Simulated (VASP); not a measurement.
# Sn₃Te: restarted molecular dynamics, 2 variants

Sn₃Te, I4/mmm (no. 139), 8 atoms in the cell. PBE, molecular dynamics; PAW potentials Te, Sn (PBE set).

| Restart from | Temperature at the end (K) | The same without a restart (K) | Potential energy at the end (eV/atom) | The same without a restart (eV/atom) | Electronic steps in the first step after the restart | Time (s) |
|---|---|---|---|---|---|---|
| CONTCAR with velocities, WAVECAR read | 1264.0 | 1264.0 | -3.43663 | -3.43663 | 4 | 249 |
| CONTCAR with velocities, no WAVECAR | 1264.0 | 1264.0 | -3.43663 | -3.43663 | 13 | 217 |

Limits: 240 fs of 8 atoms are too short for converged averages; the cell is only 4.6 Å across, so each atom moves in step with near copies of itself.

## Input of the first row

INCAR.step1:
```
GGA = PE
PREC = Normal
ENCUT = 200
EDIFF = 1E-6
NELMIN = 4
NELM = 60
ALGO = Fast
LREAL = Auto
LASPH = True
ISMEAR = -1
SIGMA = 0.069
ISYM = 0
LWAVE = True
LCHARG = False
IBRION = 0
NSW = 30
POTIM = 4.0
TEBEG = 1600
ISIF = 2
RANDOM_SEED = 114251 0 0
MDALGO = 2
SMASS = 0
KPAR = 2
```

INCAR.step2, as INCAR.step1 but for:
```
- LWAVE = True
+ LWAVE = False
```

KPOINTS:
```
k-points
0
Gamma
  3 3 1
```

POSCAR.step1:
```
Sn3Te
1.0
    4.6018080000      0.0000000000      0.0000000000
    0.0000000000      4.6018080000      0.0000000000
    0.0000000000      0.0000000000     11.0329880000
Te Sn
2 6
Direct
    0.0000000000      0.0000000000      0.0000000000
    0.5000000000      0.5000000000      0.5000000000
    0.5000000000      0.5000000000      0.0000000000
    0.5000000000      0.0000000000      0.2500000000
    0.0000000000      0.5000000000      0.2500000000
    0.0000000000      0.0000000000      0.5000000000
    0.0000000000      0.5000000000      0.7500000000
    0.5000000000      0.0000000000      0.7500000000
```

Commands (each step's output is kept before the next begins):
```
cat potpaw_PBE.64/Te/POTCAR potpaw_PBE.64/Sn/POTCAR > POTCAR
cp INCAR.step1 INCAR
cp POSCAR.step1 POSCAR
mpirun -np 2 vasp_std > vasp.out
cp CONTCAR POSCAR
cp INCAR.step2 INCAR
mpirun -np 2 vasp_std > vasp.out
```

Changes of the last row against the first:
```
(step 1)
- LWAVE = True
+ LWAVE = False
```

VASP 6.6.1 took 249 s on 2 cores (Intel Xeon Platinum 8259CL @ 2.50GHz (Skylake/Cascade Lake)), a shared host.
